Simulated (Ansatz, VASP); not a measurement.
**Pb: VASP beside Ansatz**

Contents of INCAR:

```
SYSTEM = Pb
PREC = Accurate
ENCUT = 520
EDIFF = 1E-6
ISMEAR = 0
SIGMA = 0.1
LREAL = .FALSE.
LASPH = .TRUE.
NELM = 60
ALGO = Normal
ISIF = 2
LWAVE = .FALSE.
LCHARG = .FALSE.
GGA = PS
NBANDS = 13
```

File KPOINTS:

```
regular mesh
0
G
  22 22 22
  0 0 0
```

POSCAR

```
Pb
1.0
    0.0000000000      2.4674785448      2.4674785448
    2.4674785448      0.0000000000      2.4674785448
    2.4674785448      2.4674785448      0.0000000000
Pb
1
Direct
    0.0000000000      0.0000000000      0.0000000000
```

Input for Ansatz:

```yaml
crystal:
  lattice:
    - [0.0, 2.4674785437, 2.4674785437]
    - [2.4674785437, 0.0, 2.4674785437]
    - [2.4674785437, 2.4674785437, 0.0]
  atoms:
    - { symbol: Pb, position: [0.0, 0.0, 0.0] }
basis:
  ecutwfc: 420
kpoints:
  mp_grid: { grid: [22, 22, 22] }
hamiltonian:
  xc: pbesol
  pseudopotentials: { kind: paw, azcp: { folder: soft_1 } }
scf:
  occupations: { method: gaussian, width: 0.1 }
output:
  forces: true
  stress: true
  eigenvalues: true
```

Alike in both runs: task single point; functional PBEsol; k mesh 22 × 22 × 22; occupations gaussian, width 0.1 eV; no spin polarisation.

|  | VASP | Ansatz |
| --- | --- | --- |
| version | VASP 6.6.1 | Ansatz 0.2.0 |
| potentials or method | VASP PAW PBE potentials, release 64 (Pb_d) | scalar-relativistic, plane waves, PAW |
| plane-wave cutoff (eV) | 520 | 420 |
| valence electrons in the cell | 14 | 14 |

```tsv
	VASP	Ansatz	Ansatz less VASP
gap on the k mesh at the Fermi level (eV)	none	none	-
pressure (GPa)	-0.1	0.0	+0.09
```

A gap of «none» marks a metal or a gap that the smearing closes. Ansatz warned: «pseudo_functional_mismatch».

Caveats: the PAW data sets were made with another functional, which shifts forces and pressure a little (VASP). Spin-orbit coupling is left out, which matters for the levels of Pb.
